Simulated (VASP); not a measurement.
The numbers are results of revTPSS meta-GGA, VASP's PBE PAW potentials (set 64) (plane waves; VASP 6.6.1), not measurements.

VASP input:

### INCAR
```
# general
SYSTEM =CsBr
PREC   =Accurate
ENCUT  =520
LREAL  =F
LASPH  =T

# electronic loop
EDIFF  =1E-7
NELM   =100
ALGO   =Normal
LMAXMIX=4
LMIXTAU=T

# smearing
ISMEAR =0
SIGMA  =0.05

# functional
METAGGA=RTPSS

# ions
ISIF   =2

# output
LWAVE  =F
LCHARG =F
```

POSCAR:
```
CsBr
1
    4.2918348321     0.0000000000     0.0000000000
    0.0000000000     4.2918348321     0.0000000000
    0.0000000000     0.0000000000     4.2918348321
Cs Br
1 1
Direct
  0.0000000000   0.0000000000   0.0000000000
  0.5000000000   0.5000000000   0.5000000000
```

File KPOINTS:
```
kpoints
0
Gamma
  6 6 6
```

POTCAR, in this order: Cs_sv Br (PBE.64 set). Program: vasp_std.

The run wrote:

File OUTCAR:
```
 ion  position               nearest neighbor table
   1  0.000  0.000  0.000-
   2  0.500  0.500  0.500-
  LATTYP: Found a simple cubic cell.
 ALAT       =     4.2918348321
 Subroutine PRICEL returns:
 Original cell was already a primitive cell.
 Subroutine GETGRP returns: Found 48 space group operations
The static configuration has the point symmetry O_h .
The dynamic configuration has the point symmetry O_h .
 Subroutine INISYM returns: Found 48 space group operations
 Subroutine IBZKPT returns following result:
 Found     20 irreducible k-points:

 Following reciprocal coordinates:
            Coordinates               Weight
  0.000000  0.000000  0.000000      1.000000
  0.166667  0.000000  0.000000      6.000000
  0.333333  0.000000  0.000000      6.000000
  0.500000  0.000000  0.000000      3.000000
  0.166667  0.166667  0.000000     12.000000
  0.333333  0.166667  0.000000     24.000000
  0.500000  0.166667  0.000000     12.000000
  0.333333  0.333333  0.000000     12.000000
  0.500000  0.333333  0.000000     12.000000
  0.500000  0.500000  0.000000      3.000000
  0.166667  0.166667  0.166667      8.000000
  0.333333  0.166667  0.166667     24.000000
  0.500000  0.166667  0.166667     12.000000
  0.333333  0.333333  0.166667     24.000000
  0.500000  0.333333  0.166667     24.000000
  0.500000  0.500000  0.166667      6.000000
  0.333333  0.333333  0.333333      8.000000
  0.500000  0.333333  0.333333     12.000000
  0.500000  0.500000  0.333333      6.000000
  0.500000  0.500000  0.500000      1.000000
   k-points           NKPTS =     20   k-points in BZ     NKDIM =     20   number of bands    NBANDS=     12
   number of dos      NEDOS =    301   number of ions     NIONS =      2
   total plane-waves  NPLWV =  32768
   dimension x,y,z NGX =    32 NGY =   32 NGZ =   32
   dimension x,y,z NGXF=    64 NGYF=   64 NGZF=   64
   ions per type =               1   1
   PREC   = accura    normal or accurate (medium, high low for compatibility)
   ISTART =      0    job   : 0-new  1-cont  2-samecut
   ICHARG =      2    charge: 1-file 2-atom 10-const
   ISPIN  =      1    spin polarized calculation?
   LNONCOLLINEAR =      F non collinear calculations
   LSORBIT =      F    spin-orbit coupling
   INIWAV =      1    electr: 0-lowe 1-rand  2-diag
   ENCUT  =  520.0 eV  38.22 Ry    6.18 a.u.   7.98  7.98  7.98*2*pi/ulx,y,z
   NELM   =    100;   NELMIN=  2; NELMDL= -5     # of ELM steps
   EDIFF  = 0.1E-06   stopping-criterion for ELM
   LREAL  =      F    real-space projection
   NLSPLINE    = F    spline interpolate recip. space projectors
   LMAXMIX     =    4 max onsite mixed and CHGCAR
   VOSKOWN=      0    Vosko Wilk Nusair interpolation
   EDIFFG = 0.1E-05   stopping-criterion for IOM
   NSW    =      0    number of steps for IOM
   NBLOCK =      1;   KBLOCK =      1    inner block; outer block
   IBRION =     -1    ionic relax: 0-MD 1-quasi-New 2-CG
   NFREE  =      0    steps in history (QN), initial steepest desc. (CG)
   ISIF   =      2    stress and relaxation
   ISYM   =      2    0-nonsym 1-usesym 2-fastsym
   TEIN   =    0.0    initial temperature
   TEBEG  =    0.0;   TEEND  =   0.0 temperature during run
   SMASS  =  -3.00    Nose mass-parameter (am)
   PSTRESS=    0.0 pullay stress
   NELECT =      16.0000    total number of electrons
   EFERMI =   0.00;   METHOD = LEGACY
   ISMEAR =     0;   SIGMA  =   0.05  broadening in eV -4-tet -1-fermi 0-gaus
   IALGO  =     38    algorithm
   LDIAG  =      T    sub-space diagonalisation (order eigenvalues)
   IMIX   =      4    mixing-type and parameters
     AMIX     =   0.40;   BMIX     =  1.00
     AMIX_MAG =   1.60;   BMIX_MAG =  1.00
...
```

### OSZICAR
```
       N       E                     dE             d eps       ncg     rms          rms(c)
DAV:   1     0.160344438008E+03    0.16034E+03   -0.64888E+03   480   0.120E+03
DAV:   2     0.334232219664E+02   -0.12692E+03   -0.11846E+03   864   0.284E+02
DAV:   3     0.214244739834E+02   -0.11999E+02   -0.11910E+02   668   0.101E+02
DAV:   4     0.210307158361E+02   -0.39376E+00   -0.39300E+00   728   0.250E+01
DAV:   5     0.210237682126E+02   -0.69476E-02   -0.69449E-02   652   0.296E+00    0.183E+00
DAV:   6     0.235768647776E+02    0.25531E+01   -0.39177E+00   496   0.311E+01    0.991E-01
DAV:   7     0.234940419784E+02   -0.82823E-01   -0.81003E-01   556   0.116E+01    0.614E-01
DAV:   8     0.233924977526E+02   -0.10154E+00   -0.26164E-01   556   0.458E+00    0.523E-01
DAV:   9     0.233646123123E+02   -0.27885E-01   -0.10037E-01   524   0.305E+00    0.363E-01
DAV:  10     0.233487995942E+02   -0.15813E-01   -0.10019E-02   544   0.106E+00    0.203E-01
DAV:  11     0.233277909681E+02   -0.21009E-01   -0.68816E-03   556   0.729E-01    0.967E-02
DAV:  12     0.233282667261E+02    0.47576E-03   -0.17233E-03   524   0.437E-01    0.324E-02
DAV:  13     0.233255694225E+02   -0.26973E-02   -0.69037E-04   512   0.400E-01    0.188E-02
DAV:  14     0.233252248073E+02   -0.34462E-03   -0.63320E-05   548   0.124E-01    0.105E-02
DAV:  15     0.233252273139E+02    0.25067E-05   -0.11757E-05   540   0.380E-02    0.243E-03
DAV:  16     0.233252198323E+02   -0.74816E-05   -0.44340E-06   580   0.241E-02    0.181E-03
DAV:  17     0.233252184141E+02   -0.14182E-05   -0.52912E-07   564   0.572E-03    0.390E-04
DAV:  18     0.233252180644E+02   -0.34970E-06   -0.22093E-07   544   0.483E-03    0.213E-04
DAV:  19     0.233252179701E+02   -0.94331E-07   -0.40565E-08   336   0.282E-03
   1 F= 0.23325218E+02 E0= 0.23325218E+02  d E =-.403738E-16
```

File OUTCAR:
```
------------------------ aborting loop because EDIFF is reached ----------------------------------------
  FORCE on cell =-STRESS in cart. coord.  units (eV):
  Direction    XX          YY          ZZ          XY          YZ          ZX
  --------------------------------------------------------------------------------------
  Total        0.2011323      0.2011323      0.2011323      0.0000000     -0.0000000      0.0000000
  in kB        4.0762740      4.0762740      4.0762740      0.0000000     -0.0000000      0.0000000
  external PRESSURE =       4.0762740 kB  Pullay stress =       0.0000000 kB
  volume of cell :       79.05
      direct lattice vectors                 reciprocal lattice vectors
     4.291834832  0.000000000  0.000000000     0.233000579  0.000000000  0.000000000
     0.000000000  4.291834832  0.000000000     0.000000000  0.233000579  0.000000000
     0.000000000  0.000000000  4.291834832     0.000000000  0.000000000  0.233000579
 POSITION                                       TOTAL-FORCE (eV/Angst)
 -----------------------------------------------------------------------------------
      0.00000      0.00000      0.00000         0.000000      0.000000      0.000000
      2.14592      2.14592      2.14592         0.000000      0.000000      0.000000
 -----------------------------------------------------------------------------------
    total drift:                                0.000000      0.000000     -0.000000
  FREE ENERGIE OF THE ION-ELECTRON SYSTEM (eV)
  ---------------------------------------------------
  free  energy   TOTEN  =        23.3252179701 eV

  energy  without entropy=       23.3252179701  energy(sigma->0) =       23.32521797
```
(Selected blocks of OUTCAR.)

**OUTCAR**
```
 val. band max:       -0.4942472842   @ k =   0.5000   0.5000   0.0000

 cond. band min:       4.3489268386   @ k =   0.0000   0.0000   0.0000


 Fermi energy:        -0.2183768503

 k-point     1 :       0.0000    0.0000    0.0000
  band No.  band energies     occupation
      1     -20.4189      2.00000
      2     -13.0317      2.00000
      3      -6.9181      2.00000
      4      -6.9181      2.00000
      5      -6.9181      2.00000
      6      -0.4958      2.00000
      7      -0.4958      2.00000
      8      -0.4958      2.00000
      9       4.3489      0.00000
     10       4.6006      0.00000
     11       4.6006      0.00000
     12       8.9753      0.00000

 k-point     2 :       0.1667    0.0000    0.0000
  band No.  band energies     occupation
      1     -20.4051      2.00000
      2     -13.0355      2.00000
      3      -7.0216      2.00000
      4      -6.8920      2.00000
      5      -6.8920      2.00000
      6      -0.9012      2.00000
      7      -0.5458      2.00000
      8      -0.5458      2.00000
      9       4.7816      0.00000
     10       4.9950      0.00000
     11       5.2173      0.00000
     12       8.8122      0.00000

 k-point     3 :       0.3333    0.0000    0.0000
  band No.  band energies     occupation
      1     -20.3773      2.00000
      2     -13.0450      2.00000
      3      -7.2089      2.00000
      4      -6.8385      2.00000
      5      -6.8385      2.00000
      6      -1.5461      2.00000
      7      -0.6493      2.00000
      8      -0.6493      2.00000
      9       5.2623      0.00000
     10       6.3145      0.00000
     11       6.6317      0.00000
     12       8.6709      0.00000

 k-point     4 :       0.5000    0.0000    0.0000
  band No.  band energies     occupation
      1     -20.3633      2.00000
      2     -13.0506      2.00000
      3      -7.2936      2.00000
      4      -6.8111      2.00000
      5      -6.8111      2.00000
      6      -1.8191      2.00000
...
```

Unless said otherwise, spin-orbit coupling is left out, though it shifts the bands of the heavy elements here.

The compound is CsBr in the CsCl type structure. This cell is one point of a volume scan, at 0.97 of the reference volume.
